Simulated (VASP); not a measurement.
# As (R-3m) in VASP: a series of runs, part 2 of 2

VASP 6.6.1. Earlier steps stand in the parts before.

**3. Phonons, PBE**

POSCAR reads:

```
As
1.0
    1.8807968987      1.0858785957      3.5140619945
   -1.8807968987      1.0858785957      3.5140619945
    0.0000000000     -2.1717571915      3.5140619945
As
2
Direct
    0.2260000000      0.2260000000      0.2260000000
    0.7740000000      0.7740000000      0.7740000000
```

INCAR.step1 reads:

```
SYSTEM = As
ALGO = Fast ; EDIFF = 1E-8
EDIFFG = -0.002 ; ENCUT = 600
GGA = PE ; IBRION = 2
ISIF = 3 ; ISMEAR = 0
LASPH = .True. ; LCHARG = .False.
LREAL = .False. ; LWAVE = .False.
NELM = 100 ; NSW = 40
PREC = Accurate ; SIGMA = 0.02
```

INCAR.step2 reads:

```
SYSTEM = As
ALGO = Fast ; EDIFF = 1E-8
ENCUT = 600 ; GGA = PE
IBRION = 6 ; ISIF = 2
ISMEAR = 0 ; LASPH = .True.
LCHARG = .False. ; LREAL = .False.
LWAVE = .False. ; NELM = 100
NFREE = 2 ; NSW = 1
POTIM = 0.015 ; PREC = Accurate
SIGMA = 0.02
```

KPOINTS reads:

```
k-points
0
Gamma
  7 7 7
  0 0 0
```

Potentials or basis: VASP PAW PBE potentials, release 64 (As).

Command:

```sh
cat potpaw_PBE.64/As/POTCAR > POTCAR
cp INCAR.step1 INCAR
mpirun -np 1 vasp_std > vasp.out
cp CONTCAR POSCAR
cp INCAR.step2 INCAR
mpirun -np 1 vasp_std > vasp.out
```

OUTCAR:

```text
SYSTEM = As
   EDIFF = 1E-8
   ENCUT = 600
   GGA = PE
   IBRION = 6
   ISIF = 2
   ISMEAR = 0
   LASPH = .True.
   LREAL = .False.
   NELM = 100
   NFREE = 2
   NSW = 1
   POTIM = 0.015
   PREC = Accurate

 ion  position               nearest neighbor table
   1  0.226  0.226  0.226-   2 2.55   2 2.55   2 2.55
   2  0.774  0.774  0.774-   1 2.55   1 2.55   1 2.55

  LATTYP: Found a trigonal (rhomboedric) cell.
 ALAT       =     4.2300321961
 COS(alpha) =     0.5947801945

  Lattice vectors:

 A1 = (   1.9040309650,   1.0992927901,   3.6137783310)
 A2 = (  -1.9040309650,   1.0992927901,   3.6137783310)
 A3 = (   0.0000000000,  -2.1985855804,   3.6137783310)

Analysis of symmetry for initial positions (statically):
=====================================================================
 Subroutine PRICEL returns:
 Original cell was already a primitive cell.

 Routine SETGRP: Setting up the symmetry group for a
 trigonal (rhombohedral) supercell.

 Subroutine GETGRP returns: Found 12 space group operations
 (whereof 12 operations were pure point group operations)
 out of a pool of 12 trial point group operations.

The static configuration has the point symmetry D_3d.

Analysis of symmetry for dynamics (positions and initial velocities):
=====================================================================
 Subroutine PRICEL returns:
 Original cell was already a primitive cell.

 Routine SETGRP: Setting up the symmetry group for a
 trigonal (rhombohedral) supercell.

 Subroutine GETGRP returns: Found 12 space group operations
[... 322 lines left out ...]
      4       3.0028      2.00000
      5       3.0028      2.00000
      6       6.4385      0.00000
      7       7.6957      0.00000
      8       7.6957      0.00000
      9      11.8896      0.00000
[... 265 lines left out ...]
 k-point    24 :       0.4286    0.2857    0.1429
  band No.  band energies     occupation
      1      -8.4815      2.00000
      2      -3.8427      2.00000
      3       0.4015      2.00000
      4       1.6251      2.00000
      5       3.9003      2.00000
      6       6.6079      0.00000
      7       7.7433      0.00000
      8       8.7419      0.00000
      9      10.8421      0.00000

 [... further k-points ...]

------------------------ aborting loop because EDIFF is reached ----------------------------------------

  FORCE on cell =-STRESS in cart. coord.  units (eV):
  Direction    XX          YY          ZZ          XY          YZ          ZX
  --------------------------------------------------------------------------------------
  -------------------------------------------------------------------------------------
  Total        0.0713357      0.0713357      0.1438656      0.0000000     -0.0000000      0.0000000
  in kB        2.5183567      2.5183567      5.0788721      0.0000000     -0.0000000      0.0000000
  external PRESSURE =       3.3718618 kB  Pullay stress =       0.0000000 kB
[... 17 lines left out ...]
  FREE ENERGIE OF THE ION-ELECTRON SYSTEM (eV)
  ---------------------------------------------------
  free  energy   TOTEN  =        -9.3631049789 eV

  energy  without entropy=       -9.3631049617  energy(sigma->0) =       -9.36310497

 INTERNAL STRAIN TENSORS FROM DISPLACED ATOMS
 ============================================

 INTERNAL STRAIN TENSOR FOR ION    1 for displacements in x,y,z  (eV/Angst):
          X           Y           Z          XY          YZ          ZX
  --------------------------------------------------------------------------------
  x    -0.00000     0.00000    -0.00000     2.18514     0.00000    -6.82714
  y     2.18514    -2.18514     0.00000     0.00000    -6.82715     0.00000
  z    -4.72973    -4.72973    -9.56809     0.00000     0.00000     0.00000

 INTERNAL STRAIN TENSOR FOR ION    2 for displacements in x,y,z  (eV/Angst):
          X           Y           Z          XY          YZ          ZX
  --------------------------------------------------------------------------------
  x     0.00000    -0.00000     0.00000    -2.18514    -0.00000     6.82714
  y    -2.18514     2.18514    -0.00000    -0.00000     6.82715     0.00000
  z     4.72973     4.72973     9.56809    -0.00000    -0.00000     0.00000

 Eigenvectors and eigenvalues of the dynamical matrix
 ----------------------------------------------------

   1 f  =    7.516044 THz    47.224695 2PiTHz  250.708230 cm-1    31.083845 meV
             X         Y         Z           dx          dy          dz
      0.000000 -0.000000  2.453064     0.000000   -0.000000    0.707107
      0.000000 -0.000000  8.388271    -0.000000    0.000000   -0.707107
[... 16 lines left out ...]
   5 f  =    0.000000 THz     0.000000 2PiTHz    0.000001 cm-1     0.000000 meV
             X         Y         Z           dx          dy          dz
      0.000000 -0.000000  2.453064    -0.666248   -0.236883   -0.000000
      0.000000 -0.000000  8.388271    -0.666248   -0.236883   -0.000000

   6 f/i=    0.000000 THz     0.000001 2PiTHz    0.000003 cm-1     0.000000 meV
             X         Y         Z           dx          dy          dz
      0.000000 -0.000000  2.453064    -0.236883    0.666248    0.000000
      0.000000 -0.000000  8.388271    -0.236883    0.666248    0.000000

 ELASTIC MODULI CONTR FROM IONIC RELAXATION (kBar)
 Direction    XX          YY          ZZ          XY          YZ          ZX
 --------------------------------------------------------------------------------
 XX        -125.1600    -57.2534   -184.5081      0.0000    106.0820     -0.0000
 YY         -57.2534   -125.1600   -184.5081     -0.0000   -106.0820      0.0000
 ZZ        -184.5081   -184.5081   -373.2538      0.0000      0.0000     -0.0000
 XY           0.0000     -0.0000      0.0000    -33.9533     -0.0000    106.0819
 YZ         106.0820   -106.0820      0.0000     -0.0000   -331.4374      0.0000
 ZX          -0.0000      0.0000     -0.0000    106.0819      0.0000   -331.4368
 --------------------------------------------------------------------------------
```

OUTCAR.step1:

```text
SYSTEM = As
   EDIFF = 1E-8
   EDIFFG = -0.002
   ENCUT = 600
   GGA = PE
   IBRION = 2
   ISIF = 3
   ISMEAR = 0
   LASPH = .True.
   LREAL = .False.
   NELM = 100
   NSW = 40
   PREC = Accurate

[... 687 lines left out ...]
 Fermi energy:         4.9281384034

 k-point     1 :       0.0000    0.0000    0.0000
  band No.  band energies     occupation
      1      -9.7176      2.00000
      2      -1.2069      2.00000
      3       2.4554      2.00000
      4       3.0380      2.00000
      5       3.0380      2.00000
      6       6.5166      0.00000
      7       7.7114      0.00000
      8       7.7114      0.00000
      9      11.8653      0.00000
[... 305 lines left out ...]
  FREE ENERGIE OF THE ION-ELECTRON SYSTEM (eV)
  ---------------------------------------------------
  free  energy   TOTEN  =        -9.3640251765 eV

  energy  without entropy=       -9.3640251608  energy(sigma->0) =       -9.36402517

 reached required accuracy - stopping structural energy minimisation
```

OSZICAR.step1:

```text
N       E                     dE             d eps       ncg     rms          rms(c)
DAV:   1     0.341415094233E+02    0.34142E+02   -0.47249E+03   792   0.104E+03
DAV:   2    -0.789050968712E+01   -0.42032E+02   -0.41026E+02  1227   0.127E+02
DAV:   3    -0.934309884621E+01   -0.14526E+01   -0.14462E+01   933   0.286E+01
DAV:   4    -0.935360497883E+01   -0.10506E-01   -0.10396E-01   949   0.231E+00
[... 242 lines left out ...]
RMM:   3    -0.936402511821E+01    0.17218E-05   -0.43748E-06   792   0.139E-02    0.131E-03
RMM:   4    -0.936402513018E+01   -0.11963E-07   -0.37603E-07   792   0.528E-03    0.722E-04
RMM:   5    -0.936402515378E+01   -0.23603E-07   -0.43478E-08   717   0.186E-03    0.255E-04
RMM:   6    -0.936402516976E+01   -0.15983E-07   -0.59566E-09   544   0.684E-04    0.875E-05
RMM:   7    -0.936402517654E+01   -0.67830E-08   -0.10457E-09   426   0.281E-04
  28 F= -.93640252E+01 E0= -.93640252E+01  d E =-.289757E-05
```

Run time: 8 min. Hardware: 1 thread of AMD EPYC 9R45 (Zen 5), shared host; peak memory 0.26 GiB.

What came out:

| Item | Value |
| --- | --- |
| Relaxed volume | 22.69 Å³/atom |
| Relaxed cell | a = 4.230 Å, b = 4.230 Å, c = 4.230 Å, α = 53.50°, β = 53.50°, γ = 53.50° |
| Space group after relaxing (to 0.05 Å) | R-3m (No. 166) |
| Highest phonon frequency at Γ | 251 cm⁻¹ |

The path:
```
step  energy change (eV)  largest force (eV/Å)  pressure (GPa)  volume (Å³)
   1              0.0000                0.4496            3.94        43.06
   2             -0.0101                0.3760           -2.58        46.45
   3             -0.0270                0.0342            0.05        44.89
   4             -0.0270                0.0253            0.12        44.86
   5             -0.0271                0.0098            0.09        44.92
   6             -0.0271                0.0106            0.05        44.99
   7             -0.0271                0.0071            0.06        44.98
   8             -0.0271                0.0064           -0.04        45.05
   9             -0.0272                0.0240           -0.16        45.15
  10             -0.0272                0.0254           -0.17        45.16
  11             -0.0272                0.0296           -0.19        45.19
  12             -0.0273                0.0379           -0.23        45.24
  13             -0.0273                0.0545           -0.32        45.34
  14             -0.0274                0.0528           -0.30        45.35
  15             -0.0276                0.0475           -0.22        45.36
  16             -0.0277                0.0365           -0.08        45.39
  17             -0.0278                0.0278           -0.05        45.37
  18             -0.0278                0.0163           -0.01        45.35
  19             -0.0278                0.0068            0.07        45.30
  20             -0.0278                0.0050            0.03        45.33
  21             -0.0278                0.0046            0.02        45.33
  22             -0.0278                0.0035           -0.01        45.36
  23             -0.0278                0.0016            0.00        45.36
  24             -0.0278                0.0007            0.00        45.36
  25             -0.0278                0.0010            0.01        45.36
  26             -0.0278                0.0018            0.01        45.36
  27             -0.0278                0.0014            0.01        45.37
  28             -0.0278                0.0005            0.00        45.38
```

Final structure:
```cif
data_structure
_symmetry_space_group_name_H-M 'P 1'
_symmetry_Int_Tables_number 1
_cell_length_a 4.2300
_cell_length_b 4.2300
_cell_length_c 4.2300
_cell_angle_alpha 53.503
_cell_angle_beta 53.503
_cell_angle_gamma 53.503
_cell_volume 45.38
loop_
_atom_site_label
_atom_site_type_symbol
_atom_site_fract_x
_atom_site_fract_y
_atom_site_fract_z
_atom_site_occupancy
As1 As 0.22627 0.22627 0.22627 1
As2 As 0.77373 0.77373 0.77373 1
```

Phonon frequencies in cm⁻¹ (negative: imaginary):
```
              q point        frequencies
(0.000, 0.000, 0.000)  0 0 0 190 190 251
```

**4. Elastic constants, PBE**

POSCAR is that of step 3.

INCAR.step1 reads:

```
SYSTEM = As
PREC = Accurate
ENCUT = 600
EDIFF = 1E-8
ISMEAR = 0
SIGMA = 0.02
LREAL = .False.
LASPH = .True.
NELM = 100
ALGO = Normal
ISIF = 3
LWAVE = .False.
LCHARG = .False.
GGA = PE
IBRION = 2
NSW = 40
EDIFFG = -0.002
```

INCAR.step2 reads:

```
SYSTEM = As
PREC = Accurate
ENCUT = 600
EDIFF = 1E-8
ISMEAR = 0
SIGMA = 0.02
LREAL = .False.
LASPH = .True.
NELM = 100
ALGO = Normal
ISIF = 3
LWAVE = .False.
LCHARG = .False.
GGA = PE
IBRION = 6
NFREE = 2
POTIM = 0.015
NSW = 1
```

KPOINTS reads:

```
Automatic mesh
0
Gamma
  7 7 7
  0 0 0
```

Command:

```sh
cat potpaw_PBE.64/As/POTCAR > POTCAR
cp INCAR.step1 INCAR
mpirun -np 1 vasp_std > vasp.out
cp CONTCAR POSCAR
cp INCAR.step2 INCAR
mpirun -np 1 vasp_std > vasp.out
```

It took 12 min on 1 thread of AMD EPYC 9R45 (Zen 5), shared host; peak memory 0.29 GiB.

Results (log left out):

```yaml
Relaxed_volume: 22.68 Å³/atom
Relaxed_cell: a = 4.229 Å, b = 4.229 Å, c = 4.229 Å, α = 53.52°, β = 53.52°, γ = 53.52°
Space_group_after_relaxing_to_0.05_Å: R-3m (No. 166)
Voigt_bulk_modulus: 53 GPa
Highest_phonon_frequency_at_Γ: 251 cm⁻¹
```

Step by step:
| step | energy change (eV) | largest force (eV/Å) | pressure (GPa) | volume (Å³) |
| --- | --- | --- | --- | --- |
| 1 | 0.0000 | 0.4497 | 3.94 | 43.06 |
| 2 | -0.0101 | 0.3760 | -2.58 | 46.44 |
| 3 | -0.0270 | 0.0342 | 0.05 | 44.89 |
| 4 | -0.0270 | 0.0253 | 0.12 | 44.86 |
| 5 | -0.0271 | 0.0098 | 0.09 | 44.92 |
| 6 | -0.0271 | 0.0103 | 0.05 | 44.99 |
| 7 | -0.0271 | 0.0034 | -0.05 | 45.07 |
| 8 | -0.0272 | 0.0260 | -0.21 | 45.21 |
| 9 | -0.0272 | 0.0273 | -0.22 | 45.21 |
| 10 | -0.0272 | 0.0310 | -0.24 | 45.24 |
| 11 | -0.0273 | 0.0384 | -0.28 | 45.29 |
| 12 | -0.0273 | 0.0532 | -0.36 | 45.39 |
| 13 | -0.0274 | 0.0489 | -0.31 | 45.39 |
| 14 | -0.0277 | 0.0358 | -0.17 | 45.38 |
| 15 | -0.0277 | 0.0085 | 0.13 | 45.36 |
| 16 | -0.0278 | 0.0226 | -0.02 | 45.37 |
| 17 | -0.0278 | 0.0170 | -0.01 | 45.36 |
| 18 | -0.0278 | 0.0092 | 0.01 | 45.36 |
| 19 | -0.0278 | 0.0065 | 0.04 | 45.34 |
| 20 | -0.0278 | 0.0013 | 0.02 | 45.35 |
| 21 | -0.0278 | 0.0016 | 0.01 | 45.36 |
| 22 | -0.0278 | 0.0019 | 0.00 | 45.37 |

Final structure:
```cif
data_structure
_symmetry_space_group_name_H-M 'P 1'
_symmetry_Int_Tables_number 1
_cell_length_a 4.2288
_cell_length_b 4.2288
_cell_length_c 4.2288
_cell_angle_alpha 53.522
_cell_angle_beta 53.522
_cell_angle_gamma 53.522
_cell_volume 45.37
loop_
_atom_site_label
_atom_site_type_symbol
_atom_site_fract_x
_atom_site_fract_y
_atom_site_fract_z
_atom_site_occupancy
As1 As 0.22630 0.22630 0.22630 1
As2 As 0.77370 0.77370 0.77370 1
```

Phonon frequencies in cm⁻¹ (negative: imaginary):
```tsv
q point	frequencies
(0.000, 0.000, 0.000)	0 0 0 190 190 251
```

Elastic tensor in Voigt notation (GPa, in the Cartesian axes of the cell as first typed):
```
114  47  32 -17   0   0
 47 114  32  17   0   0
 32  32  30   0   0   0
-17  17   0  28   0   0
  0   0   0   0  28 -17
  0   0   0   0 -17  33
```

Clamped-ion elastic tensor (GPa):
```
126  53  50 -28   0   0
 53 126  50  28   0   0
 50  50  68   0   0   0
-28  28   0  61   0   0
  0   0   0   0  61 -28
  0   0   0   0 -28  37
```
